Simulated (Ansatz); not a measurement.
# Stability checks on a candidate for KI

The cell was found from a structure generator's guess, not taken from experiment.

Theory: DFT PBE, scalar-relativistic, plane waves, PAW in Ansatz 0.2.0. The final run on the 2-atom cell used 420 eV, a Γ-centred 6×6×1 mesh, 0.02 eV smearing and no spin polarisation.

Only a and b repeat, and vacuum parts the sheet from its images along c.

```yaml
crystal:
  periodic: [true, true, false]
  lattice:
    - [4.88733, 0.30662, 0.00000]
    - [-0.31472, 4.88682, 0.00000]
    - [0.00000, 0.00000, 23.80000]
  atoms:
    - { symbol: K, position: [0.00000, 0.00000, 0.29412] }
    - { symbol: I, position: [0.50000, 0.50000, 0.29412] }
```

The zero of energy is the elements' standard structures at the same level; no fitted shifts are applied.

Problem. These tests were run: energy against the elements; phonons on a 3×3×1 q mesh. What do they show?

Solution.

```csv
test,result
energy against the elements,−1.366 eV/atom
phonons on a 3×3×1 q mesh,imaginary modes down to 7i cm⁻¹
```

It fails one test: phonons on a 3×3×1 q mesh. So it isn't even a local minimum.

These runs have no spin–orbit coupling, which can matter for I. The reference form of I is held partly by dispersion forces, which this level lacks. The run for the phonons used a 6×6×1 k mesh.
